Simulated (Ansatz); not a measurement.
The reference is an 8-atom supercell of GeTe (space group R3m, No. 160; a = 4.187 Å, c = 11.060 Å (hexagonal axes); layered) at its relaxed geometry.

All numbers come from r2SCAN, PAW, 500 eV (Ansatz, an electronic-structure program; without spin-orbit coupling).

For the base:

```
Property    Result
--------  --------
Pressure  -0.1 GPa
```

Modification: a neutral H interstitial (started 2.29 Å from the nearest host atom), atoms relaxed at fixed cell, starting from a slightly rattled geometry.

### Question
What happens to the pressure, final site of the added atom and largest displacement of a host atom from its site in the perfect cell?

### Answer
The pressure goes up by 2.0 GPa to 1.9 GPa; the final site of the added atom is 1 Ge at 1.58 Å; the largest displacement of a host atom from its site in the perfect cell is 0.98 Å.

Other magnetic orders, which the real material may have, were not ruled out. The cell is small, so the values are those of an ordered compound at a high defect concentration; dilute-limit values will differ. The mesh was chosen for an insulator and is coarse for the gapless case. Seeded moments were not kept for H interstitial (started 2.29 Å from the nearest host atom). No dispersion term is included, though the crystal is made of layers, chains or molecules, so its spacings can come out too wide. The defect cell is spin-polarised and ends with 0.0 μB.
